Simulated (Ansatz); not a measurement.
# AlN: the cost of one run

Method: DFT r2SCAN, scalar-relativistic, plane waves, PAW, in Ansatz 0.2.0.

2 further runs of the same task are left out: 2 set aside as unsound or not needed.

## (1) Starting point

Symmetry: P6_3mc, No. 186, hexagonal system. Conventional cell: a = 3.107 Å, b = 3.107 Å, c = 4.979 Å, α = 90.00°, β = 90.00°, γ = 120.00°. Al (site symmetry 3m) has 4 N at 1.89 to 1.90 Å as nearest neighbours. N (site symmetry 3m) is surrounded by 4 Al at 1.89 to 1.90 Å.

Structure file:

```
CELL_PARAMETERS angstrom
3.10670 0.00000 0.00000
-1.55335 2.69048 0.00000
0.00000 0.00000 4.97857
ATOMIC_POSITIONS crystal
Al 0.66667 0.33333 0.49920
Al 0.33333 0.66667 0.99920
N 0.66667 0.33333 0.88080
N 0.33333 0.66667 0.38080
```

It goes back to an entry of the Materials Project.

This cell was relaxed beforehand with the same method: volume 10.40 Å³/atom, gap on the mesh 4.88 eV.

The unstrained cell comes from an earlier run at this level (4 atoms, E(σ→0) -1856.9704 eV, gap 4.88 eV over the zone).

## (2) The cell strained by -1.5 %

input.yaml

```yaml
crystal:
  lattice:
    - [3.060096598, 0.0, 0.0]
    - [-1.530048299, 2.6501213919, 0.0]
    - [0.0, 0.0, 5.0233810988]
  atoms:
    - { symbol: Al, position: [0.6666666667, 0.3333333333, 0.499204992] }
    - { symbol: Al, position: [0.3333333333, 0.6666666667, 0.999204992] }
    - { symbol: "N", position: [0.6666666667, 0.3333333333, 0.880795008] }
    - { symbol: "N", position: [0.3333333333, 0.6666666667, 0.380795008] }
basis:
  ecutwfc: 500
kpoints:
  mp_grid: { grid: [12, 12, 6] }
hamiltonian:
  xc: r2scan
scf:
  occupations: { method: gaussian, width: 0.02 }
output:
  forces: true
  stress: true
  eigenvalues: true
relax:
  adjacent_minimum: "off"
  f_tol: 0.008
  max_steps: 40
  cell: { stress_tol: 0.015, fix: [a, b, gamma] }
```

The run is started by

```console
ansatz run input.yaml --threads 1 --pin off --max-ram 2560MiB --backend cpu --events-out ev --progress --plain --runs-dir out
```

Q: Estimate wall time and peak memory on 1 thread of Arm Neoverse V1, shared host.

About 49 s, with a peak of 0.45 GiB.
